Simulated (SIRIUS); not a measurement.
Write the native input for SIRIUS 7.10.0 that does the following.

| Property | Result |
| --- | --- |
| Task | single point |
| Functional | PBEsol |
| Potentials or basis | PseudoDojo 0.4.1 PBEsol standard (scalar relativistic) |
| Cutoff | 1152 eV |
| Density cutoff | 4606 eV |
| k mesh | 12 × 12 × 12 |
| Occupations | fermi-dirac, width 0.05 eV |
| Spin | no spin polarisation |
| Libxc names | ["XC_GGA_X_PBE_SOL", "XC_GGA_C_PBE_SOL"] |
| Energy tol | 1e-08 Ha |
| Density tol | 1e-06 |
| Mixer | anderson |
| Mixing beta | 0.7 |
| Max scf | 100 |
| Radial cutoff for the potentials' integrals | 6.5 bohr |

Crystal: Pt.

```xyz
1
Lattice="-1.5179 1.6126 1.5727 1.5844 -1.5912 1.6178 1.5236 1.5969 -1.5513" Properties=species:S:1:pos:R:3 pbc="T T T"
Pt   -0.0144   -0.0257   -0.0143
```

The cell isn't the ideal one: cell strained at random at fixed volume.

These files were run (other wordings do the same):

sirius.json

```json
{
  "control": {
    "processing_unit": "cpu",
    "verbosity": 2,
    "num_bands_to_print": 16,
    "print_forces": true,
    "print_stress": true
  },
  "parameters": {
    "electronic_structure_method": "pseudopotential",
    "xc_functionals": ["XC_GGA_X_PBE_SOL", "XC_GGA_C_PBE_SOL"],
    "gk_cutoff": 9.2,
    "pw_cutoff": 18.4,
    "ngridk": [12, 12, 12],
    "shiftk": [0, 0, 0],
    "smearing": "fermi_dirac",
    "smearing_width": 0.0018374661,
    "num_bands": 16,
    "num_mag_dims": 0,
    "num_dft_iter": 100,
    "energy_tol": 1e-08,
    "density_tol": 1e-06
  },
  "iterative_solver": {
    "type": "davidson",
    "min_tolerance": 1e-09,
    "tolerance_scale": [0.1, 0.25]
  },
  "mixer": {
    "type": "anderson",
    "beta": 0.7,
    "max_history": 8
  },
  "settings": {
    "tol_ne": 1e-10,
    "pseudo_grid_cutoff": 6.5
  },
  "unit_cell": {
    "lattice_vectors": [
      [-2.86845874827, 3.047309987609, 2.971892907702],
      [2.994034828704, -3.006960555396, 3.057117666196],
      [2.879145149505, 3.017646956631, -2.931543475489]
    ],
    "atom_coordinate_units": "lattice",
    "atom_types": ["Pt"],
    "atom_files": {
      "Pt": "Pt.json"
    },
    "atoms": {
      "Pt": [
        [-0.012312, -0.008861, -0.012486]
      ]
    }
  }
}
```

Potentials or basis: PseudoDojo 0.4.1 PBEsol standard (scalar relativistic).

Command:

```console
$ upf_to_json Pt.upf
$ OMP_NUM_THREADS=1 sirius.scf --input=sirius.json --output=out.json --task=0
```

It gave:

```json
{"Pressure": "-11.2 GPa", "Band gap on the k mesh": "none (metal or under the smearing width)"}
```

Wall time 5.3 min on 1 thread of Arm Neoverse V2, with other jobs on the host, peak memory 2.2 GiB.
